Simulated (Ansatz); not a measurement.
# Ionic part of the dielectric constant of HfO2 at 12 GPa, mode by mode

Method: DFT PBE, scalar-relativistic, plane waves, PAW in Ansatz 0.2.0. Plane waves to 420 eV; Γ-centred k mesh 8×8×8; fixed occupations. No spin polarisation. Phonons by linear response, acoustic sum rule imposed.

The structure is cubic, space group Fm-3m (No. 225). Conventional cell: a = 5.023 Å, b = 5.023 Å, c = 5.023 Å, α = 90.00°, β = 90.00°, γ = 90.00°. Hf (site symmetry m-3m) has 8 O at 2.17 Å as nearest neighbours. O (site symmetry -43m) has 4 Hf at 2.17 Å as nearest neighbours.

Spin–orbit coupling is left out, which matters for heavy elements. Other phases may be more stable at this pressure.

The primitive cell has V = 31.68 Å³ and ε∞,zz = 5.279. Each polar mode adds Δε = (4.92064×10⁷/V)·S/ν² along z, with S its oscillator strength in e²/amu, ν in cm⁻¹ and V in Å³.

Task: From these modes, find each Δε and ε0,zz.
| ν (cm⁻¹) | S_zz (e²/amu) |
| --- | --- |
| 260.8 | 1.139 |

Result:
```csv
ν (cm⁻¹),Δε
260.8,26.01
```

The sum is 26.014, so ε0,zz = 31.29; the run's tensor has 31.29.

Task: Where do the longitudinal modes lie for a wave vector along z?

Result: At 635 cm⁻¹. The Lyddane–Sachs–Teller product Π(ν_LO/ν_TO)² = 5.93 matches ε0/ε∞ = 5.93.

This fluorite-type form isn't the usual stable structure of the compound at low pressure.

Cost: 1 run of about 0.79 core-minutes, on Arm Neoverse V1 (shared hosts).